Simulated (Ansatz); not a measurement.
# GaAs (F-43m) in Ansatz: further runs

Aim: see how the results for GaAs move with the level of theory and the settings. Levels: PBE, LDA, RPBE+D3(BJ), revPBE+D3(BJ). Tasks: single point, relaxation of cell and atoms.

Program: Ansatz 0.2.0. These are calculated values, not measurements. Logs are shortened: lines on timing, memory, paths and dates and some standing lists are left out, and cuts for length are marked.

**Experimental background.**

From “Evidence of valence band perturbations in GaAsN/GaAs(001): A combined variable-angle spectroscopic ellipsometry and modulated photoreflectance investigation”, 2008, arxiv:0805.2212, for a bulk crystal of GaAs at 300 K: band gap 1.418 ± 0.005 eV (direct); band gap 1.412 ± 0.01 eV (direct).

The runs below are set against these values where they give the same quantity.

## Step 1: The structure

It takes space group F-43m (No. 216, cubic). Conventional cell: a = 5.654 Å, b = 5.654 Å, c = 5.654 Å, α = 90.00°, β = 90.00°, γ = 90.00°. As (site symmetry -43m) is surrounded by 4 Ga at 2.45 Å. Ga (site symmetry -43m) is surrounded by 4 As at 2.45 Å.

## Step 2: Single point, PBE

File input.yaml:

```yaml
crystal:
  lattice:
    - [0.0, 2.82685, 2.82685]
    - [2.82685, 0.0, 2.82685]
    - [2.82685, 2.82685, 0.0]
  atoms:
    - { symbol: As, position: [0.75, 0.75, 0.75] }
    - { symbol: Ga, position: [0.0, 0.0, 0.0] }
kpoints:
  mp_grid: { grid: [8, 8, 8] }
scf:
  occupations: { method: gaussian, width: 0.021 }
hamiltonian:
  xc: pbe
  pseudopotentials: { kind: all_electron, lapw: { basis_error: 0.001 } }
output:
  forces: true
  stress: true
  eigenvalues: true
```

Potentials or basis: all-electron LAPW, scalar-relativistic.

Launch:

```bash
> ansatz run input.yaml --threads 1 --pin off --max-ram 3072MiB --backend cpu --events-out ev --progress --plain --runs-dir out
```

Output:

```text
Warning: RAYON_NUM_THREADS=1 ignored (pool sized by the plan → 1); use --threads N
LAPW: plane waves up to 9.105 Å⁻¹, error target 1.0e-3 eV per atom; small_component_spin mean_spin; Ga in spheres of 1.234 Å, 21 of its electrons in bands, Dirac shells []; As in spheres of 1.214 Å, 23 of its electrons in bands, Dirac shells [] (how accurate: hamiltonian.pseudopotentials.lapw.basis_error, Limitations)
Engine: ansatz 0.2.0, x86_64-unknown-linux-gnu
Pseudopotentials: kind: all_electron
Pseudopotential: As, LAPW, valence charge 23, lapw/all_electron/scalar/gaussian/As, Koelling and Harmon's equation, gaussian nucleus
Pseudopotential: Ga, LAPW, valence charge 21, lapw/all_electron/scalar/gaussian/Ga, Koelling and Harmon's equation, gaussian nucleus
Functional definition: PBE
  parameter kappa = 0.804
  parameter beta = 0.06672455060314922
  exchange = pbe_x(kappa = kappa, mu = beta*pi^2/3)
  correlation = pbe_c(beta = beta)
Crystal: 2 atoms, lattice volume = 45.179 Å³
Basis set: ecut = 315.8813583527666 eV, 561 PW (Γ), exchange–correlation at level 2
Bands: 27, of which v1, the nominal top of the filled ones, is band 22 counted from 1 (21 counted from 0)
Symmetry: 24 space group operations
Space group: F-43m (ITA 216), of the structure as read, at distance tolerance 3.6e-5 Å
k-points: 29 of 512 (time reversal used)
Non-local potential: As, projectors of the file, none
Non-local potential: Ga, projectors of the file, none
Initial density: superposition of atomic densities (chi_scale 0.1, normalization cell, long waves kept (reshape's long-wave potential 0.00 eV rms))
Initial wavefunctions: plane waves of lowest kinetic energy (no species holds an atomic orbital)
Functional: x = pbe(κ = 0.804, μ = 0.2195149727645171), c = pbe(β = 0.06672455060314922)
iter 1 solved again at ethr=1.31e-3 eV; its pass at ethr=1.00e-1 eV (dr2=5.78e-1 eV) is discarded
SCF iter   1: F=—  HF=-114424.608832 eV  |F-HF|=—  |Δ(HF+E_count)|=         —  Δρ=3.06e-2  dr2=5.79e-1  ethr=1.31e-3  ⟨swp⟩=2.0  Hψ=4834  notcnv=0
preconditioner: auto → none  [insulator: Δε(μ)=0.701 eV  Ē_g=15.932 eV  σ=0.021 eV  W_gap=1.00  n_scr=14 (ndim 8)  ℏωp=23.4 eV  f_vac=0.115  D(μ)=0.00/eV (n_scr^D=0)  ε∞_Penn≈3.2]
SCF iter   2: F=—  HF=-114424.467414 eV  |F-HF|=—  |Δ(HF+E_count)|=   1.41e-1  Δρ=1.22e-2  dr2=6.40e-2  ethr=1.31e-3  ⟨swp⟩=2.4  Hψ=2336  notcnv=0
SCF iter   3: F=—  HF=-114424.454464 eV  |F-HF|=—  |Δ(HF+E_count)|=   1.30e-2  Δρ=5.46e-3  dr2=1.27e-2  ethr=1.45e-4  ⟨swp⟩=2.0  Hψ=2320  notcnv=0
iter 4 solved again at ethr=1.04e-6 eV; its pass at ethr=2.89e-5 eV (dr2=4.59e-4 eV) is discarded
SCF iter   4: F=—  HF=-114424.450830 eV  |F-HF|=—  |Δ(HF+E_count)|=         —  Δρ=1.07e-3  dr2=4.58e-4  ethr=1.04e-6  ⟨swp⟩=2.0  Hψ=3914  notcnv=0
the basis was enlarged: its passes take 130.7 KiB over the memory plan, 1 of 1 planned eigensolver slots
SCF iter   5: F=—  HF=-114424.450759 eV  |F-HF|=—  |Δ(HF+E_count)|=   7.13e-5  Δρ=2.15e-4  dr2=1.24e-5  ethr=1.04e-6  ⟨swp⟩=2.7  Hψ=2206  notcnv=0
SCF iter   6: F=—  HF=-114424.450777 eV  |F-HF|=—  |Δ(HF+E_count)|=   1.81e-5  Δρ=8.34e-5  dr2=2.35e-6  ethr=2.81e-8  ⟨swp⟩=3.0  Hψ=2277  notcnv=0
SCF iter   7: F=-114424.450782 eV  HF=-114424.450782 eV  |F-HF|=1.80e-7  |Δ(HF+E_count)|=   5.39e-6  Δρ=1.40e-5  dr2=7.42e-8  ethr=5.33e-9  ⟨swp⟩=3.0  Hψ=2293  notcnv=0
SCF 1 converged in 7 iterations: F = -114424.450782 eV  dr2 = 7.42e-8
SCF converged after 7 iterations
Free energy (F): -114424.450782 eV
Harris-Foulkes:  -114424.450782 eV  (|F-HF|=1.80e-7)
Internal energy: -114424.450782 eV  (E = F + TS)
E sigma→0 (E₀):  -114424.450782 eV
Fermi energy:    9.614277 eV
--- Per-component energies (eV) ---
  E_band       = -2120.887005
  E_kinetic    = 116839.767200
  E_xc         = -4342.503904
  E_electrostatic = -226921.714078  (all electrons and nuclei)
  E_smearing   = -0.000000  (= −TS)
  E_closure    = 0.000000  (closes the sum)
  E_atoms      = -114416.203472  (free atoms, spherical and without spin; not in F)
  Σ components = -114424.450782   (vs F -114424.450782, Δ=0.00e0)
  Basis errors (estimates in eV, not in F): energy 4.3e-4 per atom: plane waves 4.0e-4 (2.3e-4 summed), levels above the bands 0.0e0, relativity 3.2e-8, radial functions 3.4e-5, core shells 6.7e-11; eigenvalues (radial functions only) 8.7e-7; not estimated: angular momenta, meshes, grids; target (lapw.basis_error) 1.0e-3; muffin-tin radii Ga 1.234 Å, As 1.214 Å
--- Forces (eV/Å), atoms counted from 1 ---
  atom   1  As    -0.00000000     0.00000000     0.00000000
  atom   2  Ga     0.00000000    -0.00000000     0.00000000
  max |Σ_I F_I| component: 2.08e-17 eV/Å
--- Stress (GPa, compression-positive) ---
        3.272480       0.000000      -0.000000
        0.000000       3.272480       0.000000
       -0.000000       0.000000       3.272480
  P = ⅓ Tr σ = 3.2725 GPa (32.725 kbar)
--- Band table (eV; the first three rows and the last of 29) ---
  k-point 0: bands = ["-175.3707", "-134.2563", "-118.7428", "-118.7428", "-118.7428", "-84.9878", "-84.9878", "-84.9878", "-25.7912", "-25.7912", "-25.7912", "-25.7817", "-25.7817", "-5.4244", "-5.4244", "-5.4244", "-5.3461", "-5.3461", "-3.3727", "9.3535", "9.3535", "9.3535", "9.8741", "13.0941", "13.0941", "13.0941", "16.9517"]
  k-point 1: bands = ["-175.3707", "-134.2563", "-118.7428", "-118.7428", "-118.7428", "-84.9878", "-84.9878", "-84.9878", "-25.7912", "-25.7911", "-25.7911", "-25.7817", "-25.7817", "-5.4383", "-5.4209", "-5.4209", "-5.3463", "-5.3463", "-3.1900", "7.3933", "9.1180", "9.1180", "10.9489", "13.4416", "13.4416", "13.5537", "17.8885"]
  k-point 2: bands = ["-175.3707", "-134.2563", "-118.7428", "-118.7428", "-118.7428", "-84.9878", "-84.9878", "-84.9878", "-25.7911", "-25.7908", "-25.7908", "-25.7816", "-25.7816", "-5.4684", "-5.4131", "-5.4131", "-5.3458", "-5.3458", "-2.6801", "5.2199", "8.6767", "8.6767", "10.8095", "13.9596", "13.9596", "15.3121", "18.3276"]
  k-point 28: bands = ["-175.3707", "-134.2563", "-118.7428", "-118.7428", "-118.7428", "-84.9878", "-84.9878", "-84.9878", "-25.7910", "-25.7906", "-25.7894", "-25.7818", "-25.7811", "-5.5248", "-5.3928", "-5.3802", "-5.3566", "-5.3424", "-0.8149", "2.7310", "5.8236", "6.0165", "13.9795", "14.0777", "14.7720", "15.4036", "20.4307"]
```

It took 29 s on 1 thread of Intel Xeon at 2.50GHz (Skylake/Cascade Lake), shared host; peak memory 0.32 GiB.

What came out:

- Free energy: -114424.4508 eV
- Pressure: 3.3 GPa
- Band gap on the k mesh: 0.52 eV, direct

Levels at points of the mesh, in eV from the valence-band top:
```csv
k point,band 19,band 20,band 21,band 22,band 23,band 24,band 25,band 26
"(0.00, 0.00, 0.00)",-12.73,0.00,0.00,0.00,0.52,3.74,3.74,3.74
"(0.00, 0.00, -0.50)",-10.96,-6.63,-1.14,-1.14,1.01,4.65,4.65,7.76
"(0.00, -0.50, -0.50)",-10.23,-6.81,-2.67,-2.67,1.47,1.66,10.18,10.18
```

## Step 3: Relaxation of cell and atoms, LDA

Edit input.yaml of step 2 so:

```diff
@@ -11,5 +11,5 @@
 scf:
-  occupations: { method: gaussian, width: 0.021 }
+  occupations: { method: fermi_dirac, width: 0.05 }
 hamiltonian:
-  xc: pbe
+  xc: lda
   pseudopotentials: { kind: all_electron, lapw: { basis_error: 0.001 } }
@@ -18,2 +18,5 @@
   stress: true
-  eigenvalues: true
+relax:
+  f_tol: 0.02
+  max_steps: 60
+  cell: {}
```

Potentials or basis: all-electron LAPW, scalar-relativistic.

Launch:

```bash
> ansatz run input.yaml --threads 1 --pin off --max-ram 3072MiB --backend cpu --events-out ev --progress --plain --runs-dir out
```

Output:

```text
Warning: RAYON_NUM_THREADS=1 ignored (pool sized by the plan → 1); use --threads N
The last accepted step is kept in <dir> (removed where the run ends without a failure and the disk answers)
LAPW: plane waves up to 9.470 Å⁻¹, error target 1.0e-3 eV per atom; small_component_spin mean_spin; Ga in spheres of 1.196 Å, 21 of its electrons in bands, Dirac shells []; As in spheres of 1.179 Å, 23 of its electrons in bands, Dirac shells [] (how accurate: hamiltonian.pseudopotentials.lapw.basis_error, Limitations)
[... 4 set-up lines as earlier in the session ...]
Functional definition: SPW92
  exchange = slater_x
  correlation = pw_c
Crystal: 2 atoms, lattice volume = 45.179 Å³
Basis set: ecut = 341.6470050191711 eV, 645 PW (Γ), exchange–correlation at level 2
Bands: 27, of which v1, the nominal top of the filled ones, is band 22 counted from 1 (21 counted from 0)
[... 2 set-up lines as earlier in the session ...]
k-points: 29 of 512 (time reversal used)
[... 4 set-up lines as earlier in the session ...]
Functional: x = slater, c = lda
iter 1 solved again at ethr=1.27e-3 eV; its pass at ethr=1.00e-1 eV (dr2=5.58e-1 eV) is discarded
SCF iter   1: F=—  HF=-114266.345539 eV  |F-HF|=—  |Δ(HF+E_count)|=         —  Δρ=3.07e-2  dr2=5.59e-1  ethr=1.27e-3  ⟨swp⟩=2.0  Hψ=4829  notcnv=0
preconditioner: auto → none  [insulator: Δε(μ)=0.547 eV  Ē_g=15.945 eV  σ=0.050 eV  W_gap=0.99  n_scr=14 (ndim 8)  ℏωp=23.4 eV  f_vac=0.120  D(μ)=0.00/eV (n_scr^D=0)  ε∞_Penn≈3.2]
SCF iter   2: F=—  HF=-114266.162094 eV  |F-HF|=—  |Δ(HF+E_count)|=   1.83e-1  Δρ=1.19e-2  dr2=5.78e-2  ethr=1.27e-3  ⟨swp⟩=2.3  Hψ=2316  notcnv=0
SCF iter   3: F=—  HF=-114266.137874 eV  |F-HF|=—  |Δ(HF+E_count)|=   2.42e-2  Δρ=5.18e-3  dr2=1.06e-2  ethr=1.31e-4  ⟨swp⟩=2.0  Hψ=2303  notcnv=0
iter 4 solved again at ethr=6.91e-7 eV; its pass at ethr=2.42e-5 eV (dr2=3.04e-4 eV) is discarded
SCF iter   4: F=—  HF=-114266.130898 eV  |F-HF|=—  |Δ(HF+E_count)|=         —  Δρ=9.98e-4  dr2=3.03e-4  ethr=6.91e-7  ⟨swp⟩=2.0  Hψ=3763  notcnv=0
the basis was enlarged: its passes take 30.4 KiB over the memory plan, 1 of 1 planned eigensolver slots
SCF iter   5: F=—  HF=-114266.130664 eV  |F-HF|=—  |Δ(HF+E_count)|=   2.33e-4  Δρ=1.95e-4  dr2=1.05e-5  ethr=6.88e-7  ⟨swp⟩=2.0  Hψ=2160  notcnv=0
SCF iter   6: F=—  HF=-114266.130661 eV  |F-HF|=—  |Δ(HF+E_count)|=   3.87e-6  Δρ=5.08e-5  dr2=8.47e-7  ethr=2.38e-8  ⟨swp⟩=2.8  Hψ=2194  notcnv=0
SCF iter   7: F=-114266.130660 eV  HF=-114266.130660 eV  |F-HF|=1.15e-9  |Δ(HF+E_count)|=   6.26e-7  Δρ=7.91e-6  dr2=1.97e-8  ethr=1.92e-9  ⟨swp⟩=2.3  Hψ=2168  notcnv=0
SCF 1 converged in 7 iterations: F = -114266.130660 eV  dr2 = 1.97e-8
relax step   1: F+E_penalty+E_count = -114266.13065990 eV  Δ(F+E_penalty+E_count) = +0.000e0 eV  max|allowed force component| = 1.966e-17 eV/Å  Δτ_max = 0.0000 Å  P = -1.868 GPa  Ω = 45.179 Å³  (7 SCF iters, accepted)
Crystal: 2 atoms, lattice volume = 44.196 Å³
Basis set: ecut = 346.6950868631543 eV, 645 PW (Γ), exchange–correlation at level 2
Initial density: handed on by an earlier stage of this run
Initial wavefunctions: those handed on with the density
iter 1 solved again at ethr=2.12e-7 eV; its pass at ethr=1.00e-1 eV (dr2=9.34e-5 eV) is discarded
SCF iter   1: F=—  HF=-114266.137608 eV  |F-HF|=—  |Δ(HF+E_count)|=         —  Δρ=3.10e-4  dr2=9.27e-5  ethr=2.12e-7  ⟨swp⟩=3.8  Hψ=4179  notcnv=0
preconditioner: auto → none  [insulator: Δε(μ)=0.446 eV  Ē_g=16.432 eV  σ=0.050 eV  W_gap=0.97  n_scr=14 (ndim 8)  ℏωp=23.7 eV  f_vac=0.185  D(μ)=0.00/eV (n_scr^D=0)  ε∞_Penn≈3.1]
SCF iter   2: F=—  HF=-114266.137588 eV  |F-HF|=—  |Δ(HF+E_count)|=   2.03e-5  Δρ=1.30e-4  dr2=1.49e-5  ethr=2.11e-7  ⟨swp⟩=2.0  Hψ=2154  notcnv=0
iter 3 solved again at ethr=2.80e-9 eV; its pass at ethr=3.39e-8 eV (dr2=1.23e-6 eV) is discarded
SCF iter   3: F=—  HF=-114266.137588 eV  |F-HF|=—  |Δ(HF+E_count)|=   1.88e-7  Δρ=4.35e-5  dr2=1.24e-6  ethr=2.80e-9  ⟨swp⟩=2.0  Hψ=3762  notcnv=0
SCF iter   4: F=-114266.137586 eV  HF=-114266.137586 eV  |F-HF|=8.19e-9  |Δ(HF+E_count)|=   2.19e-6  Δρ=1.57e-5  dr2=7.17e-8  ethr=2.80e-9  ⟨swp⟩=2.0  Hψ=2155  notcnv=0
SCF 2 converged in 4 iterations: F = -114266.137586 eV  dr2 = 7.17e-8
relax step   2: F+E_penalty+E_count = -114266.13758573 eV  Δ(F+E_penalty+E_count) = -6.926e-3 eV  max|allowed force component| = 1.966e-17 eV/Å  Δτ_max = 0.0000 Å  P = -0.355 GPa  Ω = 44.196 Å³  (4 SCF iters, accepted)
Crystal: 2 atoms, lattice volume = 43.971 Å³
Basis set: ecut = 347.87473727213853 eV, 645 PW (Γ), exchange–correlation at level 2
iter 1 solved again at ethr=1.01e-8 eV; its pass at ethr=1.00e-1 eV (dr2=4.44e-6 eV) is discarded
SCF iter   1: F=—  HF=-114266.137824 eV  |F-HF|=—  |Δ(HF+E_count)|=         —  Δρ=7.67e-5  dr2=5.32e-6  ethr=1.01e-8  ⟨swp⟩=4.7  Hψ=4270  notcnv=0
preconditioner: auto → none  [insulator: Δε(μ)=0.485 eV  Ē_g=16.459 eV  σ=0.050 eV  W_gap=0.98  n_scr=14 (ndim 8)  ℏωp=23.8 eV  f_vac=0.185  D(μ)=0.00/eV (n_scr^D=0)  ε∞_Penn≈3.1]
SCF iter   2: F=—  HF=-114266.137823 eV  |F-HF|=—  |Δ(HF+E_count)|=   7.32e-7  Δρ=3.46e-5  dr2=9.37e-7  ethr=1.01e-8  ⟨swp⟩=2.0  Hψ=2153  notcnv=0
iter 3 solved again at ethr=1.77e-10 eV; its pass at ethr=2.13e-9 eV (dr2=7.79e-8 eV) is discarded
SCF iter   3: F=—  HF=-114266.137823 eV  |F-HF|=—  |Δ(HF+E_count)|=   1.05e-7  Δρ=1.10e-5  dr2=7.82e-8  ethr=1.77e-10  ⟨swp⟩=2.0  Hψ=3758  notcnv=0
SCF iter   4: F=-114266.137823 eV  HF=-114266.137823 eV  |F-HF|=1.31e-10  |Δ(HF+E_count)|=   1.32e-7  Δρ=3.79e-6  dr2=4.00e-9  ethr=1.77e-10  ⟨swp⟩=2.1  Hψ=2155  notcnv=0
SCF 3 converged in 4 iterations: F = -114266.137823 eV  dr2 = 4.00e-9
relax step   3: F+E_penalty+E_count = -114266.13782289 eV  Δ(F+E_penalty+E_count) = -2.372e-4 eV  max|allowed force component| = 2.371e-17 eV/Å  Δτ_max = 0.0000 Å  P = +0.019 GPa  Ω = 43.971 Å³  (4 SCF iters, accepted)
iter 1 solved again at ethr=9.09e-12 eV; its pass at ethr=1.00e-1 eV (dr2=4.00e-9 eV) is discarded
SCF iter   1: F=—  HF=-114266.137823 eV  |F-HF|=—  |Δ(HF+E_count)|=         —  Δρ=3.80e-6  dr2=4.00e-9  ethr=9.09e-12  ⟨swp⟩=4.3  Hψ=3741  notcnv=0
SCF iter   2: F=-114266.137823 eV  HF=-114266.137823 eV  |F-HF|=7.28e-11  |Δ(HF+E_count)|=  6.84e-10  Δρ=1.89e-6  dr2=1.07e-9  ethr=9.09e-12  ⟨swp⟩=2.0  Hψ=2153  notcnv=0
SCF 4 converged in 2 iterations: F = -114266.137823 eV  dr2 = 1.07e-9
relax step   4: F+E_penalty+E_count = -114266.13782310 eV  Δ(F+E_penalty+E_count) = -2.134e-7 eV  max|allowed force component| = 2.602e-17 eV/Å  Δτ_max = 0.0000 Å  P = +0.019 GPa  Ω = 43.971 Å³  stress off target by 1.90e-2 GPa  SCF on the basis re-selected at this cell (its energy is not comparable with the rows above)  (2 SCF iters)
basis re-selected at this cell: Δ(F+E_penalty+E_count) = -2.134e-7 eV, ΔP = -0.000 GPa vs the last step (what re-selecting the basis moved, after the strain that the cell walked since its last selection, with what the two solves' SCF thresholds leave and, on support functions, any second-order correction that the steps lacked; it is no measure of the basis error at this ecutwfc). This SCF's stress stands 1.90e-2 GPa from its target on what of the cell is left free (relax.cell.stress_tol is 5.00e-2 GPa) and its largest allowed force component is 2.60e-17 eV/Å (relax.f_tol is 2.00e-2 eV/Å): within both
SCF converged after 2 iterations
Free energy (F): -114266.137823 eV
Harris-Foulkes:  -114266.137823 eV  (|F-HF|=7.28e-11)
Internal energy: -114266.137791 eV  (E = F + TS)
E sigma→0 (E₀):  -114266.137807 eV
Entropy (-TS):   -0.000032 eV (-0.016 meV/atom)
Fermi energy:    9.725355 eV
--- Per-component energies (eV) ---
  E_band       = -2113.211159
  E_kinetic    = 116632.159691
  E_xc         = -4181.376663
  E_electrostatic = -226716.920819  (all electrons and nuclei)
  E_smearing   = -0.000032  (= −TS)
  E_closure    = 0.000000  (closes the sum)
  E_atoms      = -114256.505973  (free atoms, spherical and without spin; not in F)
  Σ components = -114266.137823   (vs F -114266.137823, Δ=0.00e0)
  Basis errors (estimates in eV, not in F): energy 4.4e-4 per atom: plane waves 4.1e-4 (2.4e-4 summed), levels above the bands 5.6e-64, relativity 5.4e-9, radial functions 3.3e-5, core shells 2.0e-10; eigenvalues (radial functions only) 4.5e-7; not estimated: angular momenta, meshes, grids; target (lapw.basis_error) 1.0e-3; muffin-tin radii Ga 1.185 Å, As 1.168 Å
--- Forces (eV/Å), atoms counted from 1 ---
  atom   1  As    -0.00000000     0.00000000     0.00000000
  atom   2  Ga     0.00000000    -0.00000000    -0.00000000
  max |Σ_I F_I| component: 1.21e-17 eV/Å
--- Stress (GPa, compression-positive) ---
        0.019017       0.000000       0.000000
        0.000000       0.019017       0.000000
        0.000000       0.000000       0.019017
  P = ⅓ Tr σ = 0.0190 GPa (0.190 kbar)
--- Relaxed structure (3 steps of the walk, 3 accepted, 1 SCFs on fresh bases) ---
  F+E_penalty+E_count = -114266.13782310 eV   max|allowed force component| = 2.602e-17 eV/Å   (the final SCF, on the basis selected at the relaxed cell)
  cell:  # Å, volume = 43.9714 Å³
    - [2.1400562538161472e-33, 2.8014322736505877, 2.8014322736505877]
    - [2.8014322736505877, 1.5795653301976327e-33, 2.8014322736505877]
    - [2.8014322736505877, 2.8014322736505877, 9.68120686250162e-34]
  atoms:
    - { symbol: As, position: [0.7499999999999999, 0.7499999999999999, 0.7499999999999999] }
    - { symbol: Ga, position: [1.170982574921047e-34, 4.754898940588493e-35, -2.079381178496162e-34] }
```

Run time: 65 s. Hardware: 1 thread of Intel Xeon at 2.50GHz (Skylake/Cascade Lake), shared host; peak memory 0.34 GiB.

What came out:

- Free energy: -114266.1378 eV
- Relaxed volume: 21.99 Å³/atom
- Relaxed cell: a = 3.962 Å, b = 3.962 Å, c = 3.962 Å, α = 60.00°, β = 60.00°, γ = 60.00°
- Space group after relaxing (to 0.05 Å): F-43m (No. 216)
- Energy gained by relaxing: 3.6 meV/atom
- Ionic steps: 4
- Pressure after relaxing: 0.0 GPa
- Band gap on the k mesh: 0.48 eV

The path:
```csv
step,energy change (eV),largest force (eV/Å),volume (Å³)
1,0.0000,0.0000,45.18
2,-0.0069,0.0000,44.20
3,-0.0072,0.0000,43.97
4,-0.0072,0.0000,43.97
```

Final structure:
```
As Ga
1.0
     0.00000    2.80143    2.80143
     2.80143    0.00000    2.80143
     2.80143    2.80143    0.00000
As Ga
1 1
Cartesian
  4.2021 4.2021 4.2021
  0.0000 0.0000 0.0000
```

(Continued in part 2 of 2.)
